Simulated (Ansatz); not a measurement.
Crystal: CuAu3.

```
Au Cu
1.0
     3.98000    0.00000    0.00000
     0.00000    3.98000    0.00000
     0.00000    0.00000    3.98000
Au Cu
3 1
Direct
  0.50000 0.50000 0.00000
  0.50000 0.00000 0.50000
  0.00000 0.50000 0.50000
  0.00000 0.00000 0.00000
```

Base run:

| Quantity | Value |
| --- | --- |
| Program | Ansatz 0.2.0 |
| Functional | LDA |
| Potentials or basis | all-electron LAPW, scalar-relativistic |
| Cutoff | 244 eV |
| Density cutoff | 975 eV |
| Basis error allowed | 0.002 eV/atom |
| k mesh | 7 × 7 × 7 |
| Occupations | fermi-dirac, width 0.05 eV |
| Spin | no spin polarisation |

Its results: pressure -5.9 GPa.

Problem. The run is repeated on the same cell with these changes: functional from LDA to PBEsol. What comes out?

Solution. Pressure -1.0 GPa.

PBEsol binds less tightly than LDA, so the same cell stands under more pressure.

Not every run made on this cell is shown here.
